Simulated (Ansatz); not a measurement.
Runs of Ansatz 0.2.0 on PbSe (Clausthalite). The structure is cubic, space group Fm-3m (No. 225). Conventional cell: a = 6.121 Å, b = 6.121 Å, c = 6.121 Å, α = 90.00°, β = 90.00°, γ = 90.00°. Pb (site symmetry m-3m) is surrounded by 6 Se at 3.06 Å. Se (site symmetry m-3m) has 6 Pb at 3.06 Å as nearest neighbours. 

```tsv
task	level	potentials or basis	spin	cell	k mesh	cutoff (eV)	smearing	driver	eos	points for each segment of the path	other keys	mesh quality	gap on the mesh (eV)	pressure (GPa)
electrostatic potential	RPBE+D4	Ansatz PAW	SOC, no magnetisation	volume scaled by 0.92	8 × 8 × 8	420	fermi-dirac 0.01 eV	-	-	-	-	not flagged	(b)	4.7
density of states	HF	JTH PAW LDA	off	as given	4 × 4 × 4	1800	fermi-dirac 0.15 eV	chain	-	-	-	coarse	5.11	7.7
single point	HSE03	SPMS NC	off	as given	5 × 5 × 5	816	gaussian 0.1 eV	-	-	-	scf.lower_state_search = light; scf.n_extra_bands = 4; …	not flagged	-	-0.3
single point	r2SCAN+D3(BJ)+ATM	Ansatz PAW	SOC, no magnetisation	volume scaled by 0.88	8 × 8 × 8	500	gaussian 0.01 eV	calculator	-	-	-	not flagged	0.52	9.3
band structure	SVWN5	PseudoDojo LDA	collinear, program default start	as given	8 × 8 × 8	1170	fermi-dirac 0.025 eV	chain	-	14	-	not flagged	(a)	-2.2
single point	r2SCAN+D3(BJ)-ATM	Ansatz PAW	SOC, no magnetisation	volume scaled by 0.88	8 × 8 × 8	500	gaussian 0.01 eV	-	-	-	-	not flagged	0.52	9.3
```

Q: Estimate the missing entries.

A: (a) 0.19; (b) 0.46.

Caveats: some runs use coarse meshes; the PAW data sets come from PBE, with cores solved anew for the run's functional, which leaves a small shift of forces and pressure (some runs); the potentials were made for another functional, which shifts forces and pressure (some runs); spin-orbit coupling is left out, which as a rule narrows the gap of such compounds by several tenths of an eV (some runs); the thresholds are loose for stress (some runs); the PAW data sets were made with another functional, which shifts forces and pressure a little (some runs).

A k mesh can miss the band edges, and rows without SOC leave out spin-orbit coupling on Pb, Se.

The runs don't all hold the same shells in valence.

Runs at the PBE level aren't shown here.
